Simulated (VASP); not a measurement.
# Settings for Ge: energy difference of two geometries

Ge, Fd-3m (no. 227), 2 atoms in the cell. PBE, energy difference of two geometries; PAW potentials Ge_d (PBE set). VASP 6.6.1.

Wanted: energy difference within 0.5 meV/atom.

What the run is for: energy difference; Accuracy asked: standard; Second geometry: volume scaled by 0.96.

The series start from Plane-wave cutoff (eV): 400; k-point mesh: 7 × 7 × 7; Precision mode (PREC): Accurate; Electronic threshold (eV): 1e-6; Aspherical gradient terms in the spheres (LASPH): yes; Electronic algorithm: ALGO=Normal. Each series keeps the choices made before it, and each single choice may use up half of a tolerance. Times cover all steps of a run.

## Plane-wave cutoff (eV)

| Plane-wave cutoff (eV) | Energy difference (meV/atom) | Time (s) |
|---|---|---|
| 250 | 29.82 | 6.9 |
| 310 | 29.05 | 7.1 |
| 360 | 29.07 | 10 |
| 400 | 28.96 | 12 |
| 460 | 29.04 | 13 |
| 540 | 29.12 | 17 |
| 650 (reference) | 29.09 | 21 |

Chosen: 310, the loosest value from which every tighter one stays within half of the tolerance.

## k-point mesh

| k-point mesh | Energy difference (meV/atom) | Time (s) |
|---|---|---|
| 2 × 2 × 2 | 62.05 | 4.8 |
| 3 × 3 × 3 | 35.49 | 5.5 |
| 4 × 4 × 4 | 29.58 | 6.4 |
| 5 × 5 × 5 | 28.85 | 5.9 |
| 6 × 6 × 6 | 29.19 | 7.5 |
| 7 × 7 × 7 | 29.05 | 7.1 |
| 9 × 9 × 9 | 29.56 | 11 |
| 11 × 11 × 11 | 29.65 | 13 |
| 13 × 13 × 13 (reference) | 29.74 | 18 |

Chosen: 9 × 9 × 9.

## Precision mode (PREC)

| Precision mode (PREC) | Energy difference (meV/atom) | Time (s) |
|---|---|---|
| Low | 30.37 | 8.7 |
| SingleN | 37.97 | 9.3 |
| Normal | 29.45 | 12 |
| Accurate (reference) | 29.56 | 11 |

Chosen: Normal.

## Electronic threshold (eV)

| Electronic threshold (eV) | Energy difference (meV/atom) | Time (s) |
|---|---|---|
| 0.001 | 29.45 | 8.0 |
| 0.0001 | 29.45 | 9.0 |
| 1e-5 | 29.45 | 9.3 |
| 1e-6 | 29.45 | 12 |
| 1e-7 | 29.45 | 12 |
| 1e-8 (reference) | 29.45 | 14 |

Chosen: 0.001.

## Aspherical gradient terms in the spheres (LASPH)

| Aspherical gradient terms in the spheres (LASPH) | Energy difference (meV/atom) | Time (s) |
|---|---|---|
| no | 29.28 | 6.2 |
| yes (reference) | 29.45 | 8.0 |

Chosen: no.

## Electronic algorithm

| Electronic algorithm | Energy difference (meV/atom) | Time (s) |
|---|---|---|
| ALGO=Normal | 29.28 | 6.2 |
| ALGO=Fast | 29.28 | 6.3 |
| ALGO=VeryFast | 29.39 | 8.4 |
| ALGO=All ISEARCH=1 | 29.28 | 6.3 |
| ALGO=All ISEARCH=0 | 29.28 | 6.3 |
| ALGO=Damped TIME=0.4 | 29.37 | 6.7 |
| ALGO=Damped TIME=0.1 | 29.91 | 7.6 |
| ALGO=Old Fast | 29.28 | 5.9 |

Chosen: ALGO=Normal; no other choice that stays within half of the tolerance saves 30 % of the time.

## All choices together

| Input | Energy difference (meV/atom) | Time (s) |
|---|---|---|
| the program's defaults (naive) | 29.49 | 2.3 |
| chosen settings | 29.28 | 6.2 |
| reference settings throughout | 29.71 | 84 |

The tolerance is met.

## The input

INCAR:
```
SYSTEM = Ge
GGA = PE
ISMEAR = 0
SIGMA = 0.03
LWAVE = .False.
LCHARG = .False.
ISIF = 2
PREC = Normal
LASPH = .False.
LREAL = .False.
ALGO = Normal
EDIFF = 0.001
NELM = 120
GGA_COMPAT = .False.
ENCUT = 310
EFERMI = MIDGAP
```

KPOINTS:
```
Automatic mesh
0
Gamma
  9 9 9
  0 0 0
```

POSCAR.step1:
```
Ge
1.0
    0.0000000000      2.8289100000      2.8289100000
    2.8289100000      0.0000000000      2.8289100000
    2.8289100000      2.8289100000      0.0000000000
Ge
2
Direct
    0.7500000000      0.7500000000      0.7500000000
    0.5000000000      0.5000000000      0.5000000000
```

POSCAR.step2:
```
Ge
1.0
    0.0000000000      2.7906767997      2.7906767997
    2.7906767997      0.0000000000      2.7906767997
    2.7906767997      2.7906767997      0.0000000000
Ge
2
Direct
    0.7500000000      0.7500000000      0.7500000000
    0.5000000000      0.5000000000      0.5000000000
```

Commands (each step's output is kept before the next begins):
```
cat potpaw_PBE.64/Ge_d/POTCAR > POTCAR
cp POSCAR.step1 POSCAR
mpirun -np 1 vasp_std > vasp.out
cp POSCAR.step2 POSCAR
mpirun -np 1 vasp_std > vasp.out
```

The naive input happens to agree within the tolerance here, in 2.3 s.

The chosen input took VASP 6.6.1 6.2 s on 1 core (Intel Xeon 6975P-C (Granite Rapids)), a shared host.

## An input that fails: smearing far too wide

It runs to its end, but against the unchanged starting input it is off by 1.66 meV/atom in the energy difference.

Changes against the starting input:
```
(all steps)
- ISMEAR = 0
- SIGMA = 0.03
- NELM = 120
+ ISMEAR = 1
+ SIGMA = 1.0
+ NELM = 93
```
